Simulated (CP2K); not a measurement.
The system is HfO2.

```
Hf O
1.0
     3.61685    0.00000    0.00000
     1.80843    3.13229    0.00000
     1.80843    1.04410    2.95315
Hf O
1 2
Direct
  0.00000 0.00000 0.00000
  0.75000 0.75000 0.75000
  0.25000 0.25000 0.25000
```

Measurements of this composition are mostly on another form, of space group No. 14.

Program: CP2K 2026.2. Alike in all runs: no spin polarisation; cell as given; smearing fermi-dirac 0.05 eV.

Task: Order these runs on this cell by their band gap on the k mesh, lowest first.
A. level PBE+U; potentials or basis GTH_POTENTIALS Hf GTH-PBE-q12, O GTH-PBE-q6; DZVP-MOLOPT-SR-GTH basis; U Hf d U = 2.0 eV; k mesh 7 × 7 × 7; EPS_DEFAULT 1.0E-9; CUTOFF of the grids 600 Ry; PLUS_U_METHOD MULLIKEN
B. level TASK; potentials or basis POTENTIAL_UZH Hf GTH-PBE-q12, O GTH-PBE-q6; TZVP-MOLOPT-PBE-GTH basis; k mesh 9 × 9 × 9; EPS_DEFAULT 1.0E-10; points a segment of the path (NPOINTS) 8; bands added on the path 4; CUTOFF of the grids 850 Ry
C. level PBE+U; potentials or basis GTH_POTENTIALS Hf GTH-PBE-q12, O GTH-PBE-q6; DZVP-MOLOPT-SR-GTH basis; U Hf d U = 4.0 eV; k mesh 7 × 7 × 7; EPS_DEFAULT 1.0E-9; CUTOFF of the grids 600 Ry; PLUS_U_METHOD MULLIKEN
D. level PBEsol; potentials or basis POTENTIAL_UZH Hf GTH-PBE-q12, O GTH-PBE-q6; TZVP-MOLOPT-PBE-GTH basis; k mesh 9 × 9 × 9; EPS_DEFAULT 1.0E-10; points a segment of the path (NPOINTS) 8; bands added on the path 4; CUTOFF of the grids 850 Ry
E. level BEEF-vdW; potentials or basis POTENTIAL_UZH Hf GTH-PBE-q12, O GTH-PBE-q6; TZVP-MOLOPT-PBE-GTH basis; k mesh 9 × 9 × 9; EPS_DEFAULT 1.0E-10; points a segment of the path (NPOINTS) 8; bands added on the path 4; CUTOFF of the grids 850 Ry

Result: D (3.87 eV), E (4.13 eV), A (4.52 eV), C (5.07 eV), B (5.37 eV).

Caveats: spin-orbit coupling is left out, which moves the levels of the heavy elements; the basis of atomic orbitals isn't converged, which shifts pressures, moduli and gaps; the mesh misses the band edges, which the band path finds closer together (some runs); this program's U acts on Mulliken populations of all basis functions of the shell, so it isn't the U of plane-wave codes (some runs); energies scatter by some meV and the pressure isn't listed (some runs); an odd mesh through Γ misses points on the zone boundary, where band edges often lie (some runs).
